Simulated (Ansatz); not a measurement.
# HgTe: distorted cells

These are results of Ansatz, DFT PBE, scalar-relativistic, plane waves, PAW, not measurements.

Settings: cutoff 420 eV, Γ-centred mesh 12×12×12 on the computed 2-atom cell, Gaussian smearing of 0.10 eV; no spin polarisation.

Reference cell:

```xyz
2
Lattice="0.0000 3.2235 3.2235 3.2235 0.0000 3.2235 3.2235 3.2235 0.0000" Properties=species:S:1:pos:R:3 pbc="T T T"
Hg    0.0000    0.0000    0.0000
Te    4.8353    4.8353    4.8353
```

Each variant moves atoms of this cell by the vectors given, if any (Å), and then applies a symmetric strain (tensor components, Cartesian axes). The reference cell isn't relaxed at this level. Energies are per atom at zero smearing, counted from the reference cell. Pressure is positive in compression.

1. strain (xx yy zz yz xz xy, %) 3.09 3.09 3.09 2.00 2.00 2.00; moves: Hg1 (-0.035, -0.035, -0.035); Te2 (0.035, 0.035, 0.035)
2. strain (xx yy zz yz xz xy, %) 2.10 2.10 2.10 0.00 0.00 0.00
3. strain (xx yy zz yz xz xy, %) -2.74 -2.74 -2.74 0.00 0.00 0.00
4. strain (xx yy zz yz xz xy, %) 1.57 1.57 1.57 0.00 0.00 0.00
5. strain (xx yy zz yz xz xy, %) -3.08 -3.08 -3.08 0.00 0.00 0.00
6. strain (xx yy zz yz xz xy, %) -1.76 -1.76 -1.76 0.00 0.00 0.00
7. strain (xx yy zz yz xz xy, %) -1.88 -1.88 -1.88 0.00 0.00 0.00
8. strain (xx yy zz yz xz xy, %) 3.85 3.85 3.85 0.00 0.00 0.00
9. strain (xx yy zz yz xz xy, %) -0.97 -0.97 -0.97 0.00 0.00 0.00
10. strain (xx yy zz yz xz xy, %) 3.15 3.15 3.15 0.00 0.00 0.00

The reference cell has pressure 4.06 GPa, largest force 0.000 eV/Å and gap none (metal).

| result | ΔE (meV/atom) | P (GPa) | largest force (eV/Å) |
| --- | --- | --- | --- |
| A | -28.8 | 1.80 | 0.00 |
| B | 60.9 | 7.32 | 0.00 |
| C | 130.5 | 10.39 | 0.00 |
| D | 110.1 | 9.53 | 0.00 |
| E | -37.7 | 0.01 | 0.00 |
| F | 29.5 | 5.76 | 0.00 |
| G | -36.2 | -0.65 | 0.00 |
| H | -26.6 | 0.02 | 0.11 |
| I | 66.3 | 7.58 | 0.00 |
| J | -33.9 | 1.14 | 0.00 |

Which variant gave which result?

A is 4, B is 6, C is 5, D is 3, E is 10, F is 9, G is 8, H is 1, I is 7, J is 2. The pressure falls as the cell grows: from the smallest volume to the largest the variants are 5, 3, 7, 6, 9, 4, 2, 1, 10, 8.

Spin-orbit coupling is left out, which matters for the bands of heavy elements.

The bands only touch here, so at this level the crystal is a zero-gap semiconductor or semimetal, not an ordinary metal; spin–orbit coupling, left out, can open or move such a gap.